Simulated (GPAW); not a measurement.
HgTe (Coloradoite) in GPAW: convergence with convergence criteria

Input of the first run (convergence criteria density=0.001 energy=0.01 eigenstates=0.0001); the others differ in this setting and in those tied to it:

Contents of run.py:

```python
from ase.dft.bandgap import bandgap
from ase.io import read, write
from ase.units import GPa
from gpaw import GPAW, PW

atoms = read('POSCAR')

calc = GPAW(mode=PW(600),
            xc='MGGA_X_R2SCAN+MGGA_C_R2SCAN',
            kpts={'size': (7, 7, 7), 'gamma': True},
            occupations={'name': 'fermi-dirac', 'width': 0.05},
            nbands=18,
            convergence={'density': 0.001, 'energy': 0.01, 'eigenstates': 0.0001},
            maxiter=100,
            txt='gpaw.txt')
atoms.calc = calc
energy = atoms.get_potential_energy()
forces = atoms.get_forces()
stress = atoms.get_stress()
calc.write('gs.gpw')
write('result.traj', atoms)
print(f'Energy: {energy:.6f} eV')
print('Forces (eV/A):')
print(forces.round(4))
print('Stress (GPa):', (stress / GPa).round(3))
print('Fermi level:', round(calc.get_fermi_level(), 4), 'eV')
print(f'Gap: {bandgap(calc)[0]:.4f} eV, direct: {bandgap(calc, direct=True)[0]:.4f} eV')
```

POSCAR

```
HgTe
1.0
    0.0000000000      3.2145000000      3.2145000000
    3.2145000000      0.0000000000      3.2145000000
    3.2145000000      3.2145000000      0.0000000000
Hg Te
1 1
Direct
    0.0000000000      0.0000000000      0.0000000000
    0.7500000000      0.7500000000      0.7500000000
```

Potentials or basis: GPAW PAW data sets (gpaw-data 1.2.1), pw.

The run is started by

```bash
$ OMP_NUM_THREADS=1 python run.py
```

Hardware: 1 thread of Arm Neoverse V1, on a shared host.

```csv
convergence criteria,"energy less the tightest run, at zero smearing (meV/atom)",SCF cycles,CPU time (s),peak memory (GiB)
density=0.001 energy=0.01 eigenstates=0.0001,0.00,10,66,0.33
default,0.00,12,81,0.33
density=1e-05 energy=1e-05,0.00,13,80,0.33
density=1e-05 forces=0.0001,0.00,14,81,0.33
density=1e-06 energy=1e-06 eigenstates=1e-10,0.00,14,88,0.33
```

Against the tightest run, the energy stays within 1 meV/atom from density=0.001 energy=0.01 eigenstates=0.0001 on. The tightest run that finished is the yardstick and may itself not be fully converged.

Caveat, for the tightest run too: the PAW data sets were made with another functional, which shifts forces and pressure a little. Spin-orbit coupling is left out, which matters for the levels of Hg, Te.
